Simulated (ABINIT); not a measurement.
Write the native input for ABINIT 10.8.3 (patched build) that does the following.

```
Task                                            : band structure
Functional                                      : HCTH407
Potentials or basis                             : JTH PAW PBE v2.0
Cutoff                                          : 544 eV
k mesh                                          : 9 × 9 × 5
Occupations                                     : fermi-dirac, width 0.05 eV
Spin                                            : no spin polarisation
Fine-grid cutoff                                : 1088.46 eV
Exchange and correlation inside the PAW spheres : full angular mesh (pawxcdev 0, this build's default; the released program takes 1)
```

The system is TaS2.

```xyz
3
Lattice="3.3500 0.0000 0.0000 -1.6750 2.9012 0.0000 0.0000 0.0000 5.8600" Properties=species:S:1:pos:R:3 pbc="T T T"
Ta    0.0000    0.0000    0.0000
S     1.6750    0.9671    4.3950
S     0.0000    1.9341    1.4650
```

The input as run:

run.abi

```
ndtset 2

pp_dirpath "./"
pseudos "Ta.GGA_PBE-JTH.xml, S.GGA_PBE-JTH.xml"

acell 3.35 3.35 5.86 Angstrom
rprim
     1.0000000000     0.0000000000     0.0000000000
    -0.5000000000     0.8660254038     0.0000000000
     0.0000000000     0.0000000000     1.0000000000
ntypat 2
znucl 73 16
natom 3
typat 1 2 2
xcart
     0.0000000000     0.0000000000     0.0000000000
     1.6750000002     0.9670617008     4.3950000000
    -0.0000000002     1.9341234019     1.4650000000 Angstrom

ecut 20.0
pawecutdg 40.0

ixc 27

occopt 3
tsmear 0.05 eV

nstep 100

iomode 3
prtwf 0
prteig 0
prtebands 0
enunit 2
prtden1 1
prtvha1 1
prtvclmb1 1
prtpot1 1

kptopt1 1
ngkpt1 9 9 5
nshiftk1 1
shiftk1 0.0 0.0 0.0
nband1 17
tolvrs1 1.0e-9

iscf2 -2
getden2 1
nband2 21
nbdbuf2 2
tolwfr2 1.0e-12
kptopt2 -7
ndivsm2 6
prteig2 1
prtvol2 -3
kptbounds2
     0.0000000000     0.0000000000     0.0000000000
     0.5000000000     0.0000000000     0.0000000000
     0.3333333333     0.3333333333     0.0000000000
     0.0000000000     0.0000000000     0.0000000000
     0.0000000000     0.0000000000     0.5000000000
     0.5000000000     0.0000000000     0.5000000000
     0.3333333333     0.3333333333     0.5000000000
     0.0000000000     0.0000000000     0.5000000000
```

Potentials or basis: JTH PAW PBE v2.0.

The run is started by

```console
$ abinit run.abi > log 2>&1
```

It gave:

```json
{"Pressure": "7.1 GPa", "Largest force": "0.465 eV/Å", "Band gap on the k mesh": "none (metal or under the smearing width)", "Valence electrons inside the program's atomic spheres": "Ta 10.67; S 3.68"}
```

Caveat: the PAW data sets were made with another functional, which shifts forces and pressure a little; spin-orbit coupling is left out, which moves the levels of the heavy elements.

Run time: 110 s on 1 thread of Arm Neoverse V2, with other jobs on the host, peak memory 0.16 GiB.
